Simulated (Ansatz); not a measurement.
# SiC16: the cost of one run

Method: DFT PBE+D3(BJ), scalar-relativistic, plane waves, PAW, in Ansatz 0.2.0.

1 further run of the same task is left out (set aside as unsound or not needed).

## Step 1: The starting structure

The structure is monoclinic, space group Pm (No. 6). Conventional cell: a = 4.422 Å, b = 4.930 Å, c = 22.694 Å, α = 90.00°, β = 90.00°, γ = 90.00°. C (site symmetry 1) has 2 C at 1.42 Å as nearest neighbours. C (site symmetry m) is surrounded by 3 C at 1.42 Å. C (site symmetry 1) is surrounded by 3 C at 1.42 to 1.44 Å. C (site symmetry m) is surrounded by 3 C at 1.42 to 1.48 Å. Only part of the 13 independent sites is listed.

Coordinates:

```cif
data_structure
_symmetry_space_group_name_H-M 'P 1'
_symmetry_Int_Tables_number 1
_cell_length_a 4.9299
_cell_length_b 4.4224
_cell_length_c 22.6937
_cell_angle_alpha 90.000
_cell_angle_beta 90.000
_cell_angle_gamma 90.000
_cell_volume 494.77
loop_
_atom_site_label
_atom_site_type_symbol
_atom_site_fract_x
_atom_site_fract_y
_atom_site_fract_z
_atom_site_occupancy
C1 C 0.25000 0.41553 0.17626 1
C2 C 0.75000 0.41553 0.17626 1
C3 C 0.00000 0.51956 0.20018 1
C4 C 0.50000 0.51956 0.20018 1
C5 C 0.00000 0.72722 0.24809 1
C6 C 0.50000 0.72722 0.24809 1
C7 C 0.25000 0.83125 0.27201 1
C8 C 0.75000 0.83125 0.27201 1
C9 C 0.25000 0.04421 0.31987 1
C10 C 0.75000 0.04421 0.31987 1
C11 C 0.00000 0.15008 0.34260 1
C12 C 0.50000 0.15008 0.34260 1
C13 C 0.00000 0.37798 0.39006 1
C14 C 0.50000 0.37798 0.39006 1
C15 C 0.25000 0.47642 0.40953 1
C16 C 0.75000 0.47642 0.40953 1
Si1 Si 0.50000 0.47642 0.53291 1
```

This is the geometry of the first run shown, built on a cell relaxed beforehand with the same method.

## Step 2: Plan of the line

Atoms count from 1 in the order of the input.

Si is moved over the surface cell at a fixed height above a rigid substrate; the origin of the map has the adsorbate above C15; the height is held at 2.80 Å.

First coordinate, position of Si17 along the first surface vector, from above C15: 6 values from 0.000 to 0.833, periodic. Second coordinate, position of Si17 along the second surface vector, from above C15: 6 values from 0.000 to 0.833, periodic.

Nothing else is relaxed. Points are written as (first, second).

The two vectors of the plane (Å): (2.465, 0.000, 0.000); (0.000, 4.422, 0.000).

## Step 3: The run at (3/6, 0/6) of the map's two axes

A dipole layer in the vacuum cancels the field that periodic copies would set up if the slab's two faces differ.

File input.yaml:

```yaml
crystal:
  lattice:
    - [4.9298676323, 0.0, 0.0]
    - [0.0, 4.4224271195, 0.0]
    - [0.0, 0.0, 22.693749791]
  atoms:
    - { symbol: C, position: [0.25, 0.4155274488, 0.1762599851] }
    - { symbol: C, position: [0.75, 0.4155274488, 0.1762599851] }
    - { symbol: C, position: [0.0, 0.519558491, 0.2001803947] }
    - { symbol: C, position: [0.5, 0.519558491, 0.2001803947] }
    - { symbol: C, position: [0.0, 0.7272227621, 0.2480852155] }
    - { symbol: C, position: [0.5, 0.7272227621, 0.2480852155] }
    - { symbol: C, position: [0.25, 0.8312538043, 0.2720056251] }
    - { symbol: C, position: [0.75, 0.8312538043, 0.2720056251] }
    - { symbol: C, position: [0.25, 0.0442051686, 0.3198734326] }
    - { symbol: C, position: [0.75, 0.0442051686, 0.3198734326] }
    - { symbol: C, position: [0.0, 0.1500808487, 0.3425973485] }
    - { symbol: C, position: [0.5, 0.1500808487, 0.3425973485] }
    - { symbol: C, position: [0.0, 0.3779776253, 0.3900566375] }
    - { symbol: C, position: [0.5, 0.3779776253, 0.3900566375] }
    - { symbol: C, position: [0.25, 0.4764186278, 0.4095290499] }
    - { symbol: C, position: [0.75, 0.4764186278, 0.4095290499] }
    - { symbol: Si, position: [0.5, 0.4764186278, 0.5329110395], spin: 2.0 }
basis:
  ecutwfc: 420
kpoints:
  mp_grid: { grid: [6, 6, 1] }
hamiltonian:
  xc: pbe
  pseudopotentials: { kind: paw, azcp: { folder: soft_1 } }
  dispersion: d3bj
scf:
  occupations: { method: gaussian, width: 0.05 }
output:
  forces: true
  eigenvalues: true
  populations: true
magnetization:
  spin_polarized: true
efield:
  axis: 3
  dipole_correction: true
  ramp_width: 0.04
```

Started as:

```
ansatz run input.yaml --threads 2 --pin off --max-ram 6144MiB --backend cpu --events-out ev --progress --plain --runs-dir out
```

What time and memory should one allow on 2 threads of AMD EPYC 9R45 (Zen 5), shared host?

About 37 s, with a peak of 1.1 GiB.
